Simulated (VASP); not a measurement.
# Te (R-3m) in VASP: a series of runs, part 2 of 2

VASP 6.6.1. Earlier steps stand in the parts before.

### 3 Single point, PBE

INCAR

```
SYSTEM = Te
PREC = Accurate ; ENCUT = 450
EDIFF = 1E-6 ; ISMEAR = 0
SIGMA = 0.02 ; LREAL = .FALSE.
LASPH = .TRUE. ; NELM = 80
ALGO = Normal ; ISIF = 2
LWAVE = .FALSE. ; LCHARG = .FALSE.
GGA = PE ; NBANDS = 9
```

KPOINTS

```
regular mesh
0
G
  4 4 4
  0 0 0
```

POSCAR

```
Te
1.0
    2.3059043427      1.3313144930      1.6909537039
   -2.3059043427      1.3313144930      1.6909537039
    0.0000000000     -2.6626289860      1.6909537039
Te
1
Direct
    0.5000000000      0.5000000000      0.5000000000
```

Potentials or basis: VASP PAW PBE potentials, release 64 (Te_GW).

Run with:

```sh
cat potpaw_PBE.64/Te_GW/POTCAR > POTCAR
mpirun -np 1 vasp_std > vasp.out
```

OUTCAR:

```text
SYSTEM = Te
   PREC = Accurate
   ENCUT = 450
   EDIFF = 1E-6
   ISMEAR = 0
   LREAL = .FALSE.
   LASPH = .TRUE.
   NELM = 80
   ISIF = 2
   GGA = PE

 ion  position               nearest neighbor table
   1  0.500  0.500  0.500-

  LATTYP: Found a trigonal (rhomboedric) cell.
 ALAT       =     3.1541904739
 COS(alpha) =    -0.0688991668

  Lattice vectors:

 A1 = (   2.3059043427,   1.3313144930,   1.6909537039)
 A2 = (  -2.3059043427,   1.3313144930,   1.6909537039)
 A3 = (   0.0000000000,  -2.6626289860,   1.6909537039)

Analysis of symmetry for initial positions (statically):
=====================================================================
 Subroutine PRICEL returns:
 Original cell was already a primitive cell.

 Routine SETGRP: Setting up the symmetry group for a
 trigonal (rhombohedral) supercell.

 Subroutine GETGRP returns: Found 12 space group operations
 (whereof 12 operations were pure point group operations)
 out of a pool of 12 trial point group operations.

The static configuration has the point symmetry D_3d.

Analysis of symmetry for dynamics (positions and initial velocities):
=====================================================================
 Subroutine PRICEL returns:
 Original cell was already a primitive cell.

 Routine SETGRP: Setting up the symmetry group for a
 trigonal (rhombohedral) supercell.

 Subroutine GETGRP returns: Found 12 space group operations
 (whereof 12 operations were pure point group operations)
 out of a pool of 12 trial point group operations.

The dynamic configuration has the point symmetry D_3d.

 Subroutine INISYM returns: Found 12 space group operations
 (whereof 12 operations are pure point group operations),
 and found     1 'primitive' translations

----------------------------------------------------------------------------------------

                                     Primitive cell

  volume of cell :      31.1462

  direct lattice vectors                    reciprocal lattice vectors
     2.305904343  1.331314493  1.690953704     0.216834667  0.125189553  0.197127415
    -2.305904343  1.331314493  1.690953704    -0.216834667  0.125189553  0.197127415
     0.000000000 -2.662628986  1.690953704     0.000000000 -0.250379107  0.197127415

  length of vectors
     3.154190474  3.154190474  3.154190474     0.318667405  0.318667405  0.318667405

  position of ions in fractional coordinates (direct lattice)
     0.500000000  0.500000000  0.500000000

  ion indices of the primitive-cell ions
   primitive index   ion index
                 1           1

----------------------------------------------------------------------------------------

 KPOINTS: regular mesh

Automatic generation of k-mesh.
 Grid dimensions read from file:
 generate k-points for:    4    4    4

 Generating k-lattice:

  Cartesian coordinates                     Fractional coordinates (reciprocal lattice)
     0.054208667  0.031297388  0.049281854     0.250000000  0.000000000  0.000000000
    -0.054208667  0.031297388  0.049281854     0.000000000  0.250000000  0.000000000
     0.000000000 -0.062594777  0.049281854     0.000000000  0.000000000  0.250000000

  Length of vectors
     0.079666851  0.079666851  0.079666851

  Shift w.r.t. Gamma in fractional coordinates (k-lattice)
     0.000000000  0.000000000  0.000000000

 Subroutine IBZKPT returns following result:
 ===========================================

 Found     13 irreducible k-points:

 Following reciprocal coordinates:
            Coordinates               Weight
  0.000000  0.000000  0.000000      1.000000
  0.250000 -0.000000  0.000000      6.000000
  0.500000 -0.000000  0.000000      3.000000
  0.250000  0.250000  0.000000      6.000000
  0.500000  0.250000  0.000000     12.000000
 -0.250000  0.250000  0.000000      6.000000
  0.500000  0.500000  0.000000      3.000000
  0.250000  0.250000  0.250000      2.000000
  0.500000  0.250000  0.250000      6.000000
 -0.250000  0.250000  0.250000      6.000000
  0.500000  0.500000  0.250000      6.000000
 -0.250000  0.500000  0.250000      6.000000
  0.500000  0.500000  0.500000      1.000000
   k-points           NKPTS =     13   k-points in BZ     NKDIM =     13   number of bands    NBANDS=      9
   number of dos      NEDOS =    301   number of ions     NIONS =      1
   total plane-waves  NPLWV =  13824
   dimension x,y,z NGX =    24 NGY =   24 NGZ =   24
   dimension x,y,z NGXF=    48 NGYF=   48 NGZF=   48
   ions per type =               1
   NGX,Y,Z   is equivalent  to a cutoff of  12.65, 12.65, 12.65 a.u.
   NGXF,Y,Z  is equivalent  to a cutoff of  25.30, 25.30, 25.30 a.u.
 SYSTEM =  Te
   PREC   = accura    normal or accurate (medium, high low for compatibility)
   ISTART =      0    job   : 0-new  1-cont  2-samecut
   ICHARG =      2    charge: 1-file 2-atom 10-const
   ISPIN  =      1    spin polarized calculation?
   LNONCOLLINEAR =      F non collinear calculations
   LSORBIT =      F    spin-orbit coupling
   LASPH  =      T    aspherical Exc in radial PAW
   ENCUT  =  450.0 eV  33.07 Ry    5.75 a.u.   5.46  5.46  5.46*2*pi/ulx,y,z
   NELM   =     80;   NELMIN=  2; NELMDL= -5     # of ELM steps
   EDIFF  = 0.1E-05   stopping-criterion for ELM
   LREAL  =      F    real-space projection
   EDIFFG = 0.1E-04   stopping-criterion for IOM
   NSW    =      0    number of steps for IOM
   IBRION =     -1    ionic relax: 0-MD 1-quasi-New 2-CG
   NFREE  =      0    steps in history (QN), initial steepest desc. (CG)
   ISIF   =      2    stress and relaxation
   ISYM   =      2    0-nonsym 1-usesym 2-fastsym
   POTIM  = 0.5000    time-step for ionic-motion
   TEBEG  =    0.0;   TEEND  =   0.0 temperature during run
   PSTRESS=    0.0 pullay stress
   NELECT =       6.0000    total number of electrons
   NUPDOWN=      -1.0000    fix difference up-down
   EMIN   =  10.00;   EMAX   =-10.00  energy-range for DOS
   EFERMI =   0.00;   METHOD = LEGACY
   ISMEAR =     0;   SIGMA  =   0.02  broadening in eV -4-tet -1-fermi 0-gaus
   EFERMI_NEDOS =   21; number of points for ismear=-14 and -15
   IALGO  =     38    algorithm
   IMIX   =      4    mixing-type and parameters
     AMIX     =   0.40;   BMIX     =  1.00
     AMIX_MAG =   1.60;   BMIX_MAG =  1.00
  volume/ion in A,a.u.               =      31.15       210.18
  Fermi-wavevector in a.u.,A,eV,Ry     =   0.945490  1.786717 12.162947  0.893951
  Thomas-Fermi vector in A             =   2.073397
   LORBIT       =      0    0 simple, 1 ext, 2 COOP (PROOUT), +10 PAW based schemes
   GGA     = PE    functional components
   LHFCALC =     F    Hartree Fock is set to
   AEXX    =    0.0000 exact exchange contribution
   IVDW    =     0    specifies the selected vdW correction
   LEPSILON=     F    determine dielectric tensor
   LRPA    =     F    only Hartree local field effects (RPA)
 non-spin polarized calculation
 Gauss-broadening in eV      SIGMA  =   0.02
  energy-cutoff  :      450.00
  volume of cell :       31.15
 maximum number of plane-waves:       689
 NGX is ok and might be reduce to    24
   NGX = 11   NGY = 11   NGZ = 11

 number of electron       5.9999999 magnetization

 Free energy of the ion-electron system (eV)
  ---------------------------------------------------
  ext. energy  EPLUGINS =         0.00000000
  ---------------------------------------------------
  free energy    TOTEN  =        -3.13699984 eV

  energy without entropy =       -3.13594925  energy(sigma->0) =       -3.13647454

 E-fermi :   6.0965     XC(G=0):  -9.5106

 val. band max:        6.0639882996   @ k =  -0.2500   0.5000   0.2500
 cond. band min:       6.1022291173   @ k =   0.5000   0.2500   0.2500
 fundamental gap:      0.0382408177
 Fermi energy:         6.0965496167

 k-point     1 :       0.0000    0.0000    0.0000
  band No.  band energies     occupation
      1      -6.9000      2.00000
      2       8.0253      0.00000
      3       8.5181      0.00000
      4       8.5181      0.00000
      5      13.2522      0.00000
      6      13.2522      0.00000
      7      13.7978      0.00000
      8      23.8911      0.00000
      9      23.9348      0.00000
[... 133 lines left out ...]
 k-point    13 :       0.5000    0.5000    0.5000
  band No.  band energies     occupation
      1      -1.1621      2.00000
      2       3.6440      2.00000
      3       3.6440      2.00000
      4       4.5851      2.00000
      5      11.0283      0.00000
      6      11.0283      0.00000
      7      12.5088      0.00000
      8      14.2708      0.00000
      9      29.5058      0.00000

------------------------ aborting loop because EDIFF is reached ----------------------------------------

  FORCE on cell =-STRESS in cart. coord.  units (eV):
  Direction    XX          YY          ZZ          XY          YZ          ZX
  --------------------------------------------------------------------------------------
  -------------------------------------------------------------------------------------
  Total       -0.0827745     -0.0827745      0.4754460      0.0000000      0.0000000      0.0000000
  in kB       -4.2579643     -4.2579643     24.4572080      0.0000000      0.0000000      0.0000000
  external PRESSURE =       5.3137598 kB  Pullay stress =       0.0000000 kB

 VOLUME and BASIS-vectors are now :
 -----------------------------------------------------------------------------
  energy-cutoff  :      450.00
  volume of cell :       31.15
      direct lattice vectors                 reciprocal lattice vectors
     2.305904343  1.331314493  1.690953704     0.216834667  0.125189553  0.197127415
    -2.305904343  1.331314493  1.690953704    -0.216834667  0.125189553  0.197127415
     0.000000000 -2.662628986  1.690953704     0.000000000 -0.250379107  0.197127415

 POSITION                                       TOTAL-FORCE (eV/Angst)
 -----------------------------------------------------------------------------------
      0.00000      0.00000      2.53643         0.000000      0.000000     -0.000000
 -----------------------------------------------------------------------------------
    total drift:                                0.000000      0.000000     -0.000000

  FREE ENERGIE OF THE ION-ELECTRON SYSTEM (eV)
  ---------------------------------------------------
  free  energy   TOTEN  =        -3.1369998395 eV

  energy  without entropy=       -3.1359492483  energy(sigma->0) =       -3.13647454
```

stdout:

```text
POSCAR found type information on POSCAR Te
 POSCAR found :  1 types and       1 ions
 scaLAPACK will be used
 LDA part: xc-table for (Slater+PW92), standard interpolation
 POSCAR, INCAR and KPOINTS ok, starting setup
 FFT: planning ... GRIDC
 FFT: planning ... GRID_SOFT
 FFT: planning ... GRID
 WAVECAR not read
 entering main loop
```

Run time: 3.5 s. Hardware: 1 thread of Intel Xeon Platinum 8488C (Sapphire Rapids), shared host; peak memory 0.13 GiB.

Results:

* Free energy: -3.1370 eV
* Pressure: 0.5 GPa
* Band gap on the k mesh: none (metal or under the smearing width)

Caveat: the k mesh is coarse (spacing up to 0.50 Å⁻¹), so the values aren't converged.

### 4 Single point, PBE

INCAR

```
SYSTEM = Te
PREC = Accurate
ENCUT = 450
EDIFF = 1E-7
ISMEAR = 0
SIGMA = 0.02
LREAL = .FALSE.
LASPH = .TRUE.
NELM = 80
ALGO = Fast
ISIF = 2
LWAVE = .FALSE.
LCHARG = .FALSE.
GGA = PE
```

KPOINTS

```
Automatic mesh
0
G
  5 5 5
  0 0 0
```

POSCAR is that of step 3.

Potentials or basis: VASP PAW PBE potentials, release 64 (Te_GW).

Run with:

```sh
cat potpaw_PBE.64/Te_GW/POTCAR > POTCAR
mpirun -np 1 vasp_std > vasp.out
```

OUTCAR:

```text
SYSTEM = Te
   PREC = Accurate
   ENCUT = 450
   EDIFF = 1E-7
   ISMEAR = 0
   LREAL = .FALSE.
   LASPH = .TRUE.
   NELM = 80
   ISIF = 2
   GGA = PE

 ion  position               nearest neighbor table
   1  0.500  0.500  0.500-

  LATTYP: Found a trigonal (rhomboedric) cell.
 ALAT       =     3.1541904739
 COS(alpha) =    -0.0688991668

  Lattice vectors:

 A1 = (   2.3059043427,   1.3313144930,   1.6909537039)
 A2 = (  -2.3059043427,   1.3313144930,   1.6909537039)
 A3 = (   0.0000000000,  -2.6626289860,   1.6909537039)

Analysis of symmetry for initial positions (statically):
=====================================================================
 Subroutine PRICEL returns:
 Original cell was already a primitive cell.

 Routine SETGRP: Setting up the symmetry group for a
 trigonal (rhombohedral) supercell.

 Subroutine GETGRP returns: Found 12 space group operations
 (whereof 12 operations were pure point group operations)
 out of a pool of 12 trial point group operations.

The static configuration has the point symmetry D_3d.

Analysis of symmetry for dynamics (positions and initial velocities):
=====================================================================
 Subroutine PRICEL returns:
 Original cell was already a primitive cell.

 Routine SETGRP: Setting up the symmetry group for a
 trigonal (rhombohedral) supercell.

 Subroutine GETGRP returns: Found 12 space group operations
 (whereof 12 operations were pure point group operations)
 out of a pool of 12 trial point group operations.

The dynamic configuration has the point symmetry D_3d.

 Subroutine INISYM returns: Found 12 space group operations
 (whereof 12 operations are pure point group operations),
 and found     1 'primitive' translations

----------------------------------------------------------------------------------------
[... 105 lines left out ...]
     AMIX_MAG =   1.60;   BMIX_MAG =  1.00
  volume/ion in A,a.u.               =      31.15       210.18
  Fermi-wavevector in a.u.,A,eV,Ry     =   0.945490  1.786717 12.162947  0.893951
  Thomas-Fermi vector in A             =   2.073397
   LORBIT       =      0    0 simple, 1 ext, 2 COOP (PROOUT), +10 PAW based schemes
   GGA     = PE    functional components
   LHFCALC =     F    Hartree Fock is set to
   AEXX    =    0.0000 exact exchange contribution
   IVDW    =     0    specifies the selected vdW correction
   LEPSILON=     F    determine dielectric tensor
   LRPA    =     F    only Hartree local field effects (RPA)
 non-spin polarized calculation
 RMM-DIIS sequential band-by-band and
 Gauss-broadening in eV      SIGMA  =   0.02
  energy-cutoff  :      450.00
  volume of cell :       31.15
 maximum number of plane-waves:       689
 NGX is ok and might be reduce to    24
   NGX = 11   NGY = 11   NGZ = 11

 number of electron       5.9999999 magnetization

 Free energy of the ion-electron system (eV)
  ---------------------------------------------------
  ext. energy  EPLUGINS =         0.00000000
  ---------------------------------------------------
  free energy    TOTEN  =        -2.92790349 eV

  energy without entropy =       -2.92639328  energy(sigma->0) =       -2.92714839

 E-fermi :   6.5500     XC(G=0):  -9.5170

 val. band max:        6.5443909183   @ k =  -0.2000   0.4000   0.2000
 cond. band min:       6.5550328131   @ k =  -0.4000   0.2000   0.2000
 fundamental gap:      0.0106418948
 Fermi energy:         6.5499662439

 k-point     1 :       0.0000    0.0000    0.0000
  band No.  band energies     occupation
      1      -6.9064      2.00000
      2       8.0248      0.00000
      3       8.5087      0.00000
      4       8.5087      0.00000
      5      13.2466      0.00000
      6      13.2466      0.00000
      7      13.7902      0.00000
[... 171 lines left out ...]
 k-point    19 :      -0.4000    0.4000    0.4000
  band No.  band energies     occupation
      1      -2.1140      2.00000
      2       3.8324      2.00000
      3       4.1928      2.00000
      4       4.5758      2.00000
      5      11.5025      0.00000
      6      11.6679      0.00000
      7      13.0328      0.00000

------------------------ aborting loop because EDIFF is reached ----------------------------------------

  FORCE on cell =-STRESS in cart. coord.  units (eV):
  Direction    XX          YY          ZZ          XY          YZ          ZX
  --------------------------------------------------------------------------------------
  -------------------------------------------------------------------------------------
  Total        0.3656932      0.3656932      0.2987614      0.0000000      0.0000000      0.0000000
  in kB       18.8114597     18.8114597     15.3684518      0.0000000      0.0000000      0.0000000
  external PRESSURE =      17.6637904 kB  Pullay stress =       0.0000000 kB

 VOLUME and BASIS-vectors are now :
 -----------------------------------------------------------------------------
  energy-cutoff  :      450.00
  volume of cell :       31.15
      direct lattice vectors                 reciprocal lattice vectors
     2.305904343  1.331314493  1.690953704     0.216834667  0.125189553  0.197127415
    -2.305904343  1.331314493  1.690953704    -0.216834667  0.125189553  0.197127415
     0.000000000 -2.662628986  1.690953704     0.000000000 -0.250379107  0.197127415

 POSITION                                       TOTAL-FORCE (eV/Angst)
 -----------------------------------------------------------------------------------
      0.00000      0.00000      2.53643         0.000000     -0.000000      0.000000
 -----------------------------------------------------------------------------------
    total drift:                                0.000000      0.000000     -0.000000

  FREE ENERGIE OF THE ION-ELECTRON SYSTEM (eV)
  ---------------------------------------------------
  free  energy   TOTEN  =        -2.9279034921 eV

  energy  without entropy=       -2.9263932849  energy(sigma->0) =       -2.92714839
```

Wall time 4 s (1 thread of Intel Xeon Platinum 8488C (Sapphire Rapids), shared host); peak memory 0.12 GiB.

Results:

| Item | Value |
| --- | --- |
| Free energy | -2.9279 eV |
| Pressure | 1.8 GPa |
| Band gap on the k mesh | none (metal or under the smearing width) |

Caveat: the k mesh is coarse (spacing up to 0.40 Å⁻¹), so the values aren't converged. Spin-orbit coupling is left out, which matters for the levels of Te.

### 5 The reference run

An earlier run on the cell as given: functional PBE; potentials or basis VASP PAW PBE potentials, release 64 (Te); cutoff 520 eV; k mesh 9 × 9 × 9; occupations fermi-dirac, width 0.05 eV; no spin polarisation.

- Pressure: 2.6 GPa
- Band gap on the k mesh: none (metal or under the smearing width)

### 6 Summary

| potentials or basis | k mesh | cutoff (eV) | smearing | mesh quality | gap on the mesh (eV) | pressure (GPa) |
| --- | --- | --- | --- | --- | --- | --- |
| VASP PAW PBE potentials, release 64 (Te_GW) | 6 × 6 × 6 | 450 | gaussian 0.02 eV | not flagged | none | 1.7 |
| VASP PAW PBE potentials, release 64 (Te_GW) | 4 × 4 × 4 | 450 | gaussian 0.02 eV | coarse | none | 0.5 |
| VASP PAW PBE potentials, release 64 (Te_GW) | 5 × 5 × 5 | 450 | gaussian 0.02 eV | coarse | none | 1.8 |
| VASP PAW PBE potentials, release 64 (Te) | 9 × 9 × 9 | 520 | fermi-dirac 0.05 eV | not flagged | none | 2.6 |

Alike in all rows: task single point; level PBE; no spin polarisation; cell as given.

Caveats: some runs use coarse meshes.

Absolute energies hang on the potentials; compare differences alone.
